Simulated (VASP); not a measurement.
# C in VASP: work function with PBEsol

Aim: the work function of C with PBEsol.

Program: VASP 6.6.1. These are calculated values, not measurements. Logs are shortened: lines on timing, memory, paths and dates and some standing lists are left out, and cuts for length are marked.

## Step 1: The structure

The cell holds a slab with vacuum, 16 atoms: a = 2.522 Å, b = 4.368 Å, c = 24.827 Å, α = 90.00°, β = 90.00°, γ = 125.26°.

The slab is cut from a database's or a generator's crystal, which needn't be the stable form of the element.

## Step 2: Work function, PBEsol

The input, INCAR:

```
SYSTEM = C
ALGO = Fast ; DIPOL = 0.5 0.5 0.500
EDIFF = 1E-7 ; ENCUT = 520
GGA = PS ; IDIPOL = 3
ISIF = 2 ; ISMEAR = 0
KPAR = 8 ; LASPH = .True.
LCHARG = .True. ; LDIPOL = .True.
LREAL = .False. ; LVACPOTAV = .True.
LVHAR = .True. ; LWAVE = .False.
NELM = 80 ; PREC = Accurate
SIGMA = 0.05
```

The input, KPOINTS:

```
k-points
0
Gamma
  12 12 1
  0 0 0
```

The input, POSCAR:

```
C                                       
1.0
    2.5220660410      0.0000000000      0.0000000000
   -2.5220660410      3.5667400000      0.0000000000
    0.0000000000      0.0000000000     24.8272311430
  C             
    16
Direct
     0.9699727458659070    0.4699727458659071    0.3297568181605670
     0.2800272541340929    0.2800272541340929    0.3297568181605670
     0.9902745752744914    0.9902745752744914    0.3721742170270381
     0.2597254247255085    0.7597254247255086    0.3721742170270381
     0.9991625905188075    0.4991625905188072    0.4241435442161817
     0.2508374094811927    0.2508374094811927    0.4241435442161817
     0.9994772478215003    0.9994772478215003    0.4746011186510045
     0.2505227521785001    0.7505227521784998    0.4746011186510045
     0.9994772478215003    0.4994772478214999    0.5253988813489956
     0.2505227521785001    0.2505227521785001    0.5253988813489956
     0.9991625905188075    0.9991625905188075    0.5758564557838182
     0.2508374094811927    0.7508374094811927    0.5758564557838182
     0.9902745752744914    0.4902745752744915    0.6278257829729619
     0.2597254247255085    0.2597254247255085    0.6278257829729619
     0.9699727458659070    0.9699727458659070    0.6702431818394328
     0.2800272541340929    0.7800272541340930    0.6702431818394328
```

Potentials or basis: VASP PAW PBE potentials, release 64 (C).

The run is started by

```sh
> cat potpaw_PBE.64/C/POTCAR > POTCAR
> mpirun -np 8 vasp_std > vasp.out
```

OUTCAR:

```text
SYSTEM = C
   EDIFF = 1E-7
   ENCUT = 520
   GGA = PS
   ISIF = 2
   ISMEAR = 0
   LASPH = .True.
   LREAL = .False.
   NELM = 80
   PREC = Accurate

 ion  position               nearest neighbor table
   1  0.970  0.470  0.330-   2 1.43   2 1.43   4 1.48
   2  0.280  0.280  0.330-   1 1.43   1 1.43   3 1.48
   3  0.990  0.990  0.372-   2 1.48   4 1.51   4 1.51   6 1.59
   4  0.260  0.760  0.372-   1 1.48   3 1.51   3 1.51   5 1.59
   5  0.999  0.499  0.424-   8 1.54   6 1.54   6 1.54   4 1.59
   6  0.251  0.251  0.424-   7 1.54   5 1.54   5 1.54   3 1.59
   7  0.999  0.999  0.475-   6 1.54   8 1.54   8 1.54  10 1.55
   8  0.251  0.751  0.475-   5 1.54   7 1.54   7 1.54   9 1.55
   9  0.999  0.499  0.525-  12 1.54  10 1.54  10 1.54   8 1.55
  10  0.251  0.251  0.525-  11 1.54   9 1.54   9 1.54   7 1.55
  11  0.999  0.999  0.576-  10 1.54  12 1.54  12 1.54  14 1.59
  12  0.251  0.751  0.576-   9 1.54  11 1.54  11 1.54  13 1.59
  13  0.990  0.490  0.628-  16 1.48  14 1.51  14 1.51  12 1.59
  14  0.260  0.260  0.628-  15 1.48  13 1.51  13 1.51  11 1.59
  15  0.970  0.970  0.670-  16 1.43  16 1.43  14 1.48
  16  0.280  0.780  0.670-  15 1.43  15 1.43  13 1.48

  LATTYP: Found a simple orthorhombic cell.
 ALAT       =     2.5220660410
 B/A-ratio  =     1.4142135622
 C/A-ratio  =     9.8440051685

  Lattice vectors:

 A1 = (   2.5220660410,   0.0000000000,   0.0000000000)
 A2 = (   0.0000000000,   3.5667400000,   0.0000000000)
 A3 = (   0.0000000000,   0.0000000000,  24.8272311430)

Analysis of symmetry for initial positions (statically):
=====================================================================
 Subroutine PRICEL returns:
 Original cell was already a primitive cell.

 Routine SETGRP: Setting up the symmetry group for a
 simple orthorhombic supercell.

 Subroutine GETGRP returns: Found  8 space group operations
 (whereof  2 operations were pure point group operations)
 out of a pool of  8 trial point group operations.

The static configuration has the point symmetry C_1h.
 The point group associated with its full space group is D_2h.

Analysis of symmetry for dynamics (positions and initial velocities):
=====================================================================
 Subroutine PRICEL returns:
 Original cell was already a primitive cell.

 Routine SETGRP: Setting up the symmetry group for a
 simple orthorhombic supercell.

 Subroutine GETGRP returns: Found  8 space group operations
 (whereof  2 operations were pure point group operations)
 out of a pool of  8 trial point group operations.

The dynamic configuration has the point symmetry C_1h.
 The point group associated with its full space group is D_2h.

 Subroutine INISYM returns: Found  8 space group operations
 (whereof  2 operations are pure point group operations),
 and found     1 'primitive' translations

----------------------------------------------------------------------------------------

                                     Primitive cell

  volume of cell :     223.3347

  direct lattice vectors                    reciprocal lattice vectors
     2.522066041  0.000000000  0.000000000     0.396500323  0.280368067  0.000000000
    -2.522066041  3.566740000  0.000000000     0.000000000  0.280368067  0.000000000
     0.000000000  0.000000000 24.827231143     0.000000000  0.000000000  0.040278354

  length of vectors
     2.522066041  4.368346523 24.827231143     0.485611737  0.280368067  0.040278354

  position of ions in fractional coordinates (direct lattice)
     0.969972746  0.469972746  0.329756818
     0.280027254  0.280027254  0.329756818
     0.990274575  0.990274575  0.372174217
     0.259725425  0.759725425  0.372174217
     0.999162591  0.499162591  0.424143544
     0.250837409  0.250837409  0.424143544
[... 8 lines left out ...]
     0.969972746  0.969972746  0.670243182
     0.280027254  0.780027254  0.670243182

  ion indices of the primitive-cell ions
   primitive index   ion index
                 1           1
                 2           2
                 3           3
                 4           4
                 5           5
                 6           6
[... 8 lines left out ...]
                15          15
                16          16

----------------------------------------------------------------------------------------

 KPOINTS: k-points

Automatic generation of k-mesh.
 Grid dimensions read from file:
 generate k-points for:   12   12    1

 Generating k-lattice:

  Cartesian coordinates                     Fractional coordinates (reciprocal lattice)
     0.033041694  0.023364006  0.000000000     0.083333333  0.000000000  0.000000000
     0.000000000  0.023364006  0.000000000     0.000000000  0.083333333  0.000000000
     0.000000000  0.000000000  0.040278354     0.000000000  0.000000000  1.000000000

  Length of vectors
     0.040467645  0.023364006  0.040278354

  Shift w.r.t. Gamma in fractional coordinates (k-lattice)
     0.000000000  0.000000000  0.000000000

 Subroutine IBZKPT returns following result:
 ===========================================

 Found     49 irreducible k-points:

 Following reciprocal coordinates:
            Coordinates               Weight
  0.000000  0.000000  0.000000      1.000000
  0.083333  0.000000  0.000000      4.000000
  0.166667 -0.000000  0.000000      4.000000
  0.250000  0.000000  0.000000      4.000000
  0.333333  0.000000  0.000000      4.000000
  0.416667  0.000000  0.000000      4.000000
[... 16 lines left out ...]
  0.250000  0.166667  0.000000      4.000000
  0.333333  0.166667  0.000000      2.000000
 [... further k-points ...]
   k-points           NKPTS =     49   k-points in BZ     NKDIM =     49   number of bands    NBANDS=     41
   number of dos      NEDOS =    301   number of ions     NIONS =     16
   total plane-waves  NPLWV = 122880
   dimension x,y,z NGX =    20 NGY =   32 NGZ =  192
   dimension x,y,z NGXF=    40 NGYF=   64 NGZF=  384
   ions per type =              16
   NGX,Y,Z   is equivalent  to a cutoff of  13.18, 12.18, 12.86 a.u.
   NGXF,Y,Z  is equivalent  to a cutoff of  26.37, 24.36, 25.71 a.u.
 SYSTEM =  C
   PREC   = accura    normal or accurate (medium, high low for compatibility)
   ISTART =      0    job   : 0-new  1-cont  2-samecut
   ICHARG =      2    charge: 1-file 2-atom 10-const
   ISPIN  =      1    spin polarized calculation?
   LNONCOLLINEAR =      F non collinear calculations
   LSORBIT =      F    spin-orbit coupling
   LASPH  =      T    aspherical Exc in radial PAW
   ENCUT  =  520.0 eV  38.22 Ry    6.18 a.u.   4.69  8.12 46.16*2*pi/ulx,y,z
   NELM   =     80;   NELMIN=  2; NELMDL= -5     # of ELM steps
   EDIFF  = 0.1E-06   stopping-criterion for ELM
   LREAL  =      F    real-space projection
   EDIFFG = 0.1E-05   stopping-criterion for IOM
   NSW    =      0    number of steps for IOM
   IBRION =     -1    ionic relax: 0-MD 1-quasi-New 2-CG
   NFREE  =      0    steps in history (QN), initial steepest desc. (CG)
   ISIF   =      2    stress and relaxation
   ISYM   =      2    0-nonsym 1-usesym 2-fastsym
   POTIM  = 0.5000    time-step for ionic-motion
   TEBEG  =    0.0;   TEEND  =   0.0 temperature during run
   PSTRESS=    0.0 pullay stress
   NELECT =      64.0000    total number of electrons
   NUPDOWN=      -1.0000    fix difference up-down
   EMIN   =  10.00;   EMAX   =-10.00  energy-range for DOS
   EFERMI =   0.00;   METHOD = LEGACY
   ISMEAR =     0;   SIGMA  =   0.05  broadening in eV -4-tet -1-fermi 0-gaus
   EFERMI_NEDOS =   21; number of points for ismear=-14 and -15
   IALGO  =     68    algorithm
   IMIX   =      4    mixing-type and parameters
     AMIX     =   0.40;   BMIX     =  1.00
     AMIX_MAG =   1.60;   BMIX_MAG =  1.00
  volume/ion in A,a.u.               =      13.96        94.20
  Fermi-wavevector in a.u.,A,eV,Ry     =   1.079318  2.039615 15.849799  1.164927
  Thomas-Fermi vector in A             =   2.215280
   LORBIT       =      0    0 simple, 1 ext, 2 COOP (PROOUT), +10 PAW based schemes
   GGA     = PS    functional components
   LHFCALC =     F    Hartree Fock is set to
   AEXX    =    0.0000 exact exchange contribution
   IVDW    =     0    specifies the selected vdW correction
   LEPSILON=     F    determine dielectric tensor
   LRPA    =     F    only Hartree local field effects (RPA)
 non-spin polarized calculation
 RMM-DIIS sequential band-by-band and
 Gauss-broadening in eV      SIGMA  =   0.05
  energy-cutoff  :      520.00
  volume of cell :      223.33
 maximum number of plane-waves:      6047
   NGX =  9   NGY = 17   NGZ = 93

 dipolmoment           0.000000      0.000000      0.000000 electrons x Angstroem

 number of electron      63.9999999 magnetization

 dipolmoment           0.000000      0.000000     -0.000000 electrons x Angstroem

 Free energy of the ion-electron system (eV)
  ---------------------------------------------------
  ext. energy  EPLUGINS =         0.00000000
  ---------------------------------------------------
  free energy    TOTEN  =      -147.80254478 eV

  energy without entropy =     -147.80175101  energy(sigma->0) =     -147.80214789

 E-fermi :   0.8997     XC(G=0):  -6.1299

 val. band max:        0.8199637999   @ k =   0.0000   0.0833   0.0000
 cond. band min:       0.9093600084   @ k =   0.0000   0.0000   0.0000
 fundamental gap:      0.0893962085
 Fermi energy:         0.8997228213

 k-point     1 :       0.0000    0.0000    0.0000
  band No.  band energies     occupation
      1     -21.1962      2.00000
      2     -20.4923      2.00000
      3     -19.3272      2.00000
      4     -17.4675      2.00000
      5     -15.1476      2.00000
      6     -13.2376      2.00000
[... 33 lines left out ...]
     40       6.4332      0.00000
     41       7.3394      0.00000

 k-point     2 :       0.0833    0.0000    0.0000
  band No.  band energies     occupation
      1     -21.0042      2.00000
      2     -20.3030      2.00000
      3     -19.1418      2.00000
      4     -17.2892      2.00000
      5     -14.9964      2.00000
      6     -13.6988      2.00000
[... 962 lines left out ...]
      1     -17.0037      2.00000
      2     -17.0037      2.00000
      3     -16.3506      2.00000
      4     -16.3506      2.00000
      5     -15.2728      2.00000
      6     -15.2728      2.00000
[... 33 lines left out ...]
     40       8.8149      0.00000
     41       9.3600      0.00000

 [... further k-points ...]

------------------------ aborting loop because EDIFF is reached ----------------------------------------

  FORCE on cell =-STRESS in cart. coord.  units (eV):
  Direction    XX          YY          ZZ          XY          YZ          ZX
  --------------------------------------------------------------------------------------
  -------------------------------------------------------------------------------------
  Total       -5.5832136     14.6470287     -0.2641566      0.0000000      0.0000000      0.0000000
  in kB      -40.0533301    105.0760941     -1.8950290      0.0000000      0.0000000      0.0000000
  external PRESSURE =      21.0425783 kB  Pullay stress =       0.0000000 kB

 VOLUME and BASIS-vectors are now :
 -----------------------------------------------------------------------------
  energy-cutoff  :      520.00
  volume of cell :      223.33
      direct lattice vectors                 reciprocal lattice vectors
     2.522066041  0.000000000  0.000000000     0.396500323  0.280368067  0.000000000
    -2.522066041  3.566740000  0.000000000     0.000000000  0.280368067  0.000000000
     0.000000000  0.000000000 24.827231143     0.000000000  0.000000000  0.040278354

 POSITION                                       TOTAL-FORCE (eV/Angst)
 -----------------------------------------------------------------------------------
      1.26103      1.67627      8.18695         0.000000      0.001827      0.007167
      0.00000      0.99878      8.18695        -0.000000     -0.001827      0.007167
      0.00000      3.53205      9.24006        -0.000000     -0.006839      0.006159
     -1.26103      2.70974      9.24006         0.000000      0.006839      0.006159
      1.26103      1.78038     10.53031        -0.000000      0.002336     -0.004247
      0.00000      0.89467     10.53031         0.000000     -0.002336     -0.004247
[... 8 lines left out ...]
      0.00000      3.45964     16.64028         0.000000      0.001827     -0.007167
     -1.26103      2.78215     16.64028        -0.000000     -0.001827     -0.007167
 -----------------------------------------------------------------------------------
    total drift:                               -0.000000      0.000000     -0.000000

  FREE ENERGIE OF THE ION-ELECTRON SYSTEM (eV)
  ---------------------------------------------------
  free  energy   TOTEN  =      -147.8025447759 eV

  energy  without entropy=     -147.8017510127  energy(sigma->0) =     -147.80214789

 vacuum level on the upper side and lower side of the slab         6.330         6.330
```

Wall time 2.7 min (8 MPI ranks of Intel Xeon Platinum 8259CL at 2.50GHz (Skylake/Cascade Lake), shared host); peak memory 0.53 GiB.

What came out:

```yaml
Free_energy: -147.8025 eV
Largest_force: 0.009 eV/Å
Band_gap_on_the_k_mesh: none (metal or under the smearing width)
Work_function_of_the_upper_face: 5.43 eV
Work_function_of_the_lower_face: 5.43 eV
```

Forces on the atoms (eV/Å):
```
C    0.000  0.002  0.007
C    0.000 -0.002  0.007
C    0.000 -0.007  0.006
C    0.000  0.007  0.006
C    0.000  0.002 -0.004
C    0.000 -0.002 -0.004
C    0.000 -0.001 -0.004
C    0.000  0.001 -0.004
C    0.000 -0.001  0.004
C    0.000  0.001  0.004
C    0.000  0.002  0.004
C    0.000 -0.002  0.004
C    0.000 -0.007 -0.006
C    0.000  0.007 -0.006
C    0.000  0.002 -0.007
C    0.000 -0.002 -0.007
```

Caveat: the PAW data sets were made with another functional, which shifts forces and pressure a little.
